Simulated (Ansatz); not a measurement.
# GaP: the cost of one run

Program: Ansatz 0.2.0. Level of theory: DFT PBEsol, scalar-relativistic, plane waves, PAW. These are calculated values, not measurements.

1 further run of the same task is left out (set aside as unsound or not needed).

**1. Starting point**

It takes space group F-43m (No. 216, cubic). The conventional cell has a = 5.438 Å, b = 5.438 Å, c = 5.438 Å, α = 90.00°, β = 90.00°, γ = 90.00°. Ga (site symmetry -43m) is surrounded by 4 P at 2.35 Å. Around P (site symmetry -43m) lie 4 Ga at 2.35 Å.

Coordinates:

```xyz
2
Lattice="0.0000 2.7192 2.7192 2.7192 0.0000 2.7192 2.7192 2.7192 0.0000" Properties=species:S:1:pos:R:3 pbc="T T T"
Ga    0.0000    0.0000    0.0000
P     4.0788    4.0788    4.0788
```

This cell was relaxed beforehand with the same method: volume 20.11 Å³/atom, gap on the mesh 1.50 eV.

The bulk reference comes from a run made before at the same settings: -2242.0274 eV/atom.

**2. The (111) slab**

Miller indices refer to the conventional cell of the relaxed bulk, F-43m (No. 216): a = 5.438 Å, b = 5.438 Å, c = 5.438 Å, α = 90.00°, β = 90.00°, γ = 90.00°.

Cut from the relaxed bulk: a (111) slab, 10.2 Å thick as cut, with 15 Å of vacuum; its outer planes are Ga (top) and P (bottom).

The slab as cut. Layers, bottom to top:

```
plane  atoms per cell  height over the lowest (Å)
    1               P                        0.00
    2              Ga                        0.78
    3               P                        3.14
    4              Ga                        3.92
    5               P                        6.28
    6              Ga                        7.06
    7               P                        9.42
    8              Ga                       10.20
```

**3. The slab as cut, atoms at the bulk's places**

The cell repeats along c, and a dipole correction in the vacuum removes the field between the copies.

File input.yaml:

```yaml
crystal:
  lattice:
    - [3.8455650224, 0.0, 0.0]
    - [-1.9227825112, 3.3303570013, 0.0]
    - [0.0, 0.0, 25.2046447507]
  atoms:
    - { symbol: P, position: [0.0, 0.0, 0.2975642019] }
    - { symbol: Ga, position: [0.3333333333, 0.6666666667, 0.3287081709] }
    - { symbol: P, position: [0.3333333333, 0.6666666667, 0.4221400777] }
    - { symbol: Ga, position: [0.6666666667, 0.3333333333, 0.4532840466] }
    - { symbol: P, position: [0.6666666667, 0.3333333333, 0.5467159534] }
    - { symbol: Ga, position: [0.0, 0.0, 0.5778599223] }
    - { symbol: P, position: [0.0, 0.0, 0.6712918291] }
    - { symbol: Ga, position: [0.3333333333, 0.6666666667, 0.7024357981] }
basis:
  ecutwfc: 420
kpoints:
  mp_grid: { grid: [9, 9, 1] }
hamiltonian:
  xc: pbesol
scf:
  occupations: { method: gaussian, width: 0.05 }
output:
  forces: true
  stress: true
  eigenvalues: true
efield:
  axis: 3
  dipole_correction: true
```

Q: Estimate wall time and peak memory on 1 thread of an Arm CPU, shared host.

About 23 s, with a peak of 0.48 GiB.
